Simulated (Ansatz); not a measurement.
**Nuclear-site quantities of Ag as the cell is scaled**

```yaml
crystal:
  lattice:
    - [2.88620, 0.00000, 0.00000]
    - [-1.44310, 2.49952, 0.00000]
    - [0.00000, 0.00000, 10.00000]
  atoms:
    - { symbol: Ag, position: [0.33333, 0.66667, 0.25000] }
    - { symbol: Ag, position: [0.66667, 0.33333, 0.75000] }
    - { symbol: Ag, position: [0.00000, 0.00000, 0.00000] }
    - { symbol: Ag, position: [0.00000, 0.00000, 0.50000] }
```

Atoms are numbered in the order listed.

The cell comes from COD entry 1509194, which wasn't checked; take it as a given geometry.

All numbers below come from DFT, PBE, all-electron PAW with datasets made for the crystal, scalar-relativistic in Ansatz 0.2.0.

Sampling and basis: a Γ-centred 14×14×4 k mesh, Fermi–Dirac smearing of 0.08 eV, cutoff 260 eV (chosen by the program for this cell), no spin polarisation.

The contact density is the mean electron density over the nuclear volume; its changes follow the s electrons' response to bonding and compression. Changes below are taken from the unscaled cell, where it is 948414 e/Å³ at Ag1, 948414 e/Å³ at Ag3.

The datasets are made afresh for each cell, so very small changes are uncertain.

Question: Does compression raise or lower the contact density at Ag3?

Answer: It raises it, by 8.47 e/Å³ over the whole range.

Question: Tabulate the changes with volume.

Answer: 
```json
{"V/V(cell)": "0.9400", "P (GPa)": "6.1", "Δρ(0) Ag1 (e/Å³)": "4.43", "Δρ(0) Ag3 (e/Å³)": "4.49"}
{"V/V(cell)": "0.9600", "P (GPa)": "3.6", "Δρ(0) Ag1 (e/Å³)": "2.90", "Δρ(0) Ag3 (e/Å³)": "2.94"}
{"V/V(cell)": "0.9800", "P (GPa)": "1.5", "Δρ(0) Ag1 (e/Å³)": "1.42", "Δρ(0) Ag3 (e/Å³)": "1.44"}
{"V/V(cell)": "0.9900", "P (GPa)": "0.5", "Δρ(0) Ag1 (e/Å³)": "0.70", "Δρ(0) Ag3 (e/Å³)": "0.71"}
{"V/V(cell)": "1.0000", "P (GPa)": "-0.4", "Δρ(0) Ag1 (e/Å³)": "0.00", "Δρ(0) Ag3 (e/Å³)": "0.00"}
{"V/V(cell)": "1.0100", "P (GPa)": "-1.2", "Δρ(0) Ag1 (e/Å³)": "-0.70", "Δρ(0) Ag3 (e/Å³)": "-0.71"}
{"V/V(cell)": "1.0200", "P (GPa)": "-2.0", "Δρ(0) Ag1 (e/Å³)": "-1.37", "Δρ(0) Ag3 (e/Å³)": "-1.39"}
{"V/V(cell)": "1.0400", "P (GPa)": "-3.4", "Δρ(0) Ag1 (e/Å³)": "-2.69", "Δρ(0) Ag3 (e/Å³)": "-2.71"}
{"V/V(cell)": "1.0600", "P (GPa)": "-4.7", "Δρ(0) Ag1 (e/Å³)": "-3.94", "Δρ(0) Ag3 (e/Å³)": "-3.98"}
```
